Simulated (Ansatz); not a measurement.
HfS2 built on the CdI2 prototype, relaxed with r2SCAN+rVV10 in the plane-wave code Ansatz. It is trigonal, P-3m1 (No. 164); a = 3.630 Å, c = 5.878 Å in the conventional setting, 22.36 Å³ an atom. Hf is surrounded by 6 S at 2.54 Å; S is surrounded by 3 Hf at 2.54 Å.

The axes x, y and z are those of this cell:
```yaml
crystal:
  lattice:
    - [3.63030, 0.00000, 0.00000]
    - [-1.81515, 3.14393, 0.00000]
    - [0.00000, 0.00000, 5.87836]
  atoms:
    - { symbol: Hf, position: [0.00000, 0.00000, 0.00000] }
    - { symbol: S, position: [0.33333, 0.66667, 0.24463] }
    - { symbol: S, position: [0.66667, 0.33333, 0.75537] }
```

Unstrained: With PBE the valence top lies at k = (-0.083, 0.003, 0.003) and the conduction bottom at L, 1.027 eV higher; the smallest vertical gap, at k = (0, 1/4, 1/4), is 1.893 eV. r2SCAN gives an indirect gap of 1.345 eV, from k = (-0.083, 0.003, 0.003) to L; the least direct gap is 2.241 eV at k = (0, 1/4, 1/4). The HSE06 gap is indirect, 1.851 eV (k = (-0.083, 0.003, 0.003) to L), below the direct gap of 2.821 eV at k = (0, 1/4, 1/4). The r2SCAN+SOC gap is indirect, 1.339 eV (k = (-0.083, 0.003, 0.003) to L), below the direct gap of 2.196 eV at Γ. Meshes: PBE 12×12×4, r2SCAN 12×12×4, HSE06 6×6×4, r2SCAN+SOC 12×12×4. Strains are changes of length per length. After each strain the atoms were relaxed again with r2SCAN+rVV10 within the symmetry that the strain leaves, so tilts or polar shifts that break it weren't tested; points keep the names that they have in the unstrained zone. Non-magnetic throughout; all numbers are computed.

(1) Apply epitaxial -4.0 % in the xy plane, free normal strain +1.60 %. How far does the gap move, against the unstrained cell?

(2) Apply epitaxial -2.0 % in the xy plane, free normal strain +0.97 %. How far does the gap move, against the unstrained cell?

(3) For epitaxial +1.0 % in the xy plane, how far does the free direction move, and what happens to the gap?

(4) Estimate what epitaxial +3.0 % in the xy plane, free normal strain -1.50 % does to the gap.

(5) Apply epitaxial -3.0 % in the xy plane, free normal strain +1.22 %. How far does the gap move, against the unstrained cell?

(6) For epitaxial -1.0 % in the xy plane, how far does the free direction move, and what happens to the gap?

(7) For epitaxial +4.0 % in the xy plane, how far does the free direction move, and what happens to the gap?

(8) For epitaxial +2.0 % in the xy plane, how far does the free direction move, and what happens to the gap?

(9) Order the strained cells by their r2SCAN+SOC gap, smallest first.
A. epitaxial +3.0 % in the xy plane
B. epitaxial -3.0 % in the xy plane
C. epitaxial +1.0 % in the xy plane
D. epitaxial -4.0 % in the xy plane
E. epitaxial +4.0 % in the xy plane
F. epitaxial -2.0 % in the xy plane
G. epitaxial -1.0 % in the xy plane
H. epitaxial +2.0 % in the xy plane

Results:

(1) PBE: the gap goes from 1.027 to 0.534 eV (-0.493 eV); the edges go from (-0.083, 0.003, 0.003) → L to Γ → L. r2SCAN: the gap goes from 1.345 to 0.850 eV (-0.495 eV); the edges go from (-0.083, 0.003, 0.003) → L to Γ → L. HSE06: the gap goes from 1.851 to 1.292 eV (-0.559 eV); the edges go from (-0.083, 0.003, 0.003) → L to Γ → L. r2SCAN+SOC: the gap goes from 1.339 to 0.791 eV (-0.548 eV); the edges go from (-0.083, 0.003, 0.003) → L to Γ → L.

(2) PBE: the gap goes from 1.027 to 0.862 eV (-0.165 eV); the edges go from (-0.083, 0.003, 0.003) → L to Γ → L. r2SCAN: the gap goes from 1.345 to 1.192 eV (-0.153 eV); the edges go from (-0.083, 0.003, 0.003) → L to Γ → L. HSE06: the gap goes from 1.851 to 1.661 eV (-0.190 eV); the edges go from (-0.083, 0.003, 0.003) → L to Γ → L. r2SCAN+SOC: the gap goes from 1.339 to 1.130 eV (-0.209 eV); the edges go from (-0.083, 0.003, 0.003) → L to Γ → L.

(3) The normal strain at zero normal stress is -0.50 %, 0.50 of the in-plane strain with the sign turned. PBE: the gap goes from 1.027 to 1.074 eV (+0.047 eV); the edges go from (-0.083, 0.003, 0.003) → L to (-0.089, 0.042, 0) → L. r2SCAN: the gap goes from 1.345 to 1.392 eV (+0.047 eV); the edges go from (-0.083, 0.003, 0.003) → L to (-0.089, 0.042, 0) → L. HSE06: the gap goes from 1.851 to 1.906 eV (+0.055 eV); the edges go from (-0.083, 0.003, 0.003) → L to (-0.089, 0.042, 0) → L. r2SCAN+SOC: the gap goes from 1.339 to 1.387 eV (+0.048 eV); the edges go from (-0.083, 0.003, 0.003) → L to (-0.089, 0.042, 0) → L.

(4) PBE: the gap goes from 1.027 to 1.162 eV (+0.135 eV); the edges go from (-0.083, 0.003, 0.003) → L to (-0.068, 0.031, 0) → L. r2SCAN: the gap goes from 1.345 to 1.479 eV (+0.134 eV); the edges go from (-0.083, 0.003, 0.003) → L to (-0.068, 0.031, 0) → L. HSE06: the gap goes from 1.851 to 2.009 eV (+0.158 eV); the edges go from (-0.083, 0.003, 0.003) → L to (-0.068, 0.031, 0) → L. r2SCAN+SOC: the gap goes from 1.339 to 1.475 eV (+0.136 eV); the edges go from (-0.083, 0.003, 0.003) → L to (-0.068, 0.031, 0) → L.

(5) PBE: the gap goes from 1.027 to 0.703 eV (-0.324 eV); the edges go from (-0.083, 0.003, 0.003) → L to Γ → L. r2SCAN: the gap goes from 1.345 to 1.026 eV (-0.319 eV); the edges go from (-0.083, 0.003, 0.003) → L to Γ → L. HSE06: the gap goes from 1.851 to 1.482 eV (-0.369 eV); the edges go from (-0.083, 0.003, 0.003) → L to Γ → L. r2SCAN+SOC: the gap goes from 1.339 to 0.965 eV (-0.374 eV); the edges go from (-0.083, 0.003, 0.003) → L to Γ → L.

(6) The normal strain at zero normal stress is +0.50 %, 0.50 of the in-plane strain with the sign turned. PBE: the gap goes from 1.027 to 0.979 eV (-0.048 eV); the edges go from (-0.083, 0.003, 0.003) → L to Γ–K (0.16) → L. r2SCAN: the gap goes from 1.345 to 1.296 eV (-0.049 eV); the edges go from (-0.083, 0.003, 0.003) → L to Γ–K (0.16) → L. HSE06: the gap goes from 1.851 to 1.793 eV (-0.058 eV); the edges go from (-0.083, 0.003, 0.003) → L to Γ–K (0.16) → L. r2SCAN+SOC: the gap goes from 1.339 to 1.285 eV (-0.054 eV); the edges go from (-0.083, 0.003, 0.003) → L to Γ → L.

(7) The normal strain at zero normal stress is -2.00 %, 0.50 of the in-plane strain with the sign turned. PBE: the gap goes from 1.027 to 1.204 eV (+0.177 eV); the edges go from (-0.083, 0.003, 0.003) → L to Γ–K (0.08) → L. r2SCAN: the gap goes from 1.345 to 1.521 eV (+0.176 eV); the edges go from (-0.083, 0.003, 0.003) → L to Γ–K (0.08) → L. HSE06: the gap goes from 1.851 to 2.052 eV (+0.201 eV); the edges go from (-0.083, 0.003, 0.003) → L to Γ–K (0.08) → M. r2SCAN+SOC: the gap goes from 1.339 to 1.516 eV (+0.177 eV); the edges go from (-0.083, 0.003, 0.003) → L to Γ → L.

(8) The normal strain at zero normal stress is -1.00 %, 0.50 of the in-plane strain with the sign turned. PBE: the gap goes from 1.027 to 1.118 eV (+0.091 eV); the edges go from (-0.083, 0.003, 0.003) → L to (-0.078, 0.036, 0) → L. r2SCAN: the gap goes from 1.345 to 1.436 eV (+0.091 eV); the edges go from (-0.083, 0.003, 0.003) → L to (-0.078, 0.036, 0) → L. HSE06: the gap goes from 1.851 to 1.958 eV (+0.107 eV); the edges go from (-0.083, 0.003, 0.003) → L to (-0.078, 0.036, 0) → L. r2SCAN+SOC: the gap goes from 1.339 to 1.432 eV (+0.093 eV); the edges go from (-0.083, 0.003, 0.003) → L to (-0.078, 0.036, 0) → L.

(9) D (0.79 eV), B (0.97 eV), F (1.13 eV), G (1.28 eV), C (1.39 eV), H (1.43 eV), A (1.48 eV), E (1.52 eV).

Only the levels marked +SOC include spin-orbit coupling.

Where an edge lies off the special points, it is a point of the mesh or the k point where a search put PBE's edge or least direct gap, reused for the other functionals, whose own edges may lie a little apart.

Coordinates of k points refer to the reciprocal vectors of the primitive cell of the runs.

The meshes of the hybrids are coarse, so their gaps aren't converged to the digits shown.
